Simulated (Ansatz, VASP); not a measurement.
## One calculation of Zr, two programs

```xyz
2
Lattice="3.2319 0.0000 0.0000 -1.6159 2.7989 0.0000 0.0000 0.0000 5.1741" Properties=species:S:1:pos:R:3 pbc="T T T"
Zr    0.0000    1.8659    1.2935
Zr    1.6159    0.9330    3.8806
```

Alike in both runs: task single point; functional PBE; k mesh 12 × 12 × 7; occupations fermi-dirac, width 0.1 eV; no spin polarisation.

|  | VASP | Ansatz |
| --- | --- | --- |
| version | VASP 6.6.1 | Ansatz 0.2.0 |
| potentials or method | VASP PAW PBE potentials, release 64 (Zr_sv) | plane waves (420 eV) with PAW, scalar-relativistic |
| plane-wave cutoff (eV) | 520 | 420 |
| valence electrons in the cell | 24 | 24 |

|  | VASP | Ansatz | Ansatz less VASP |
| --- | --- | --- | --- |
| pressure (GPa) | 0.0 | 0.0 | -0.01 |
| largest component of the traceless stress (GPa) | 0.09 | 0.10 | +0.004 |
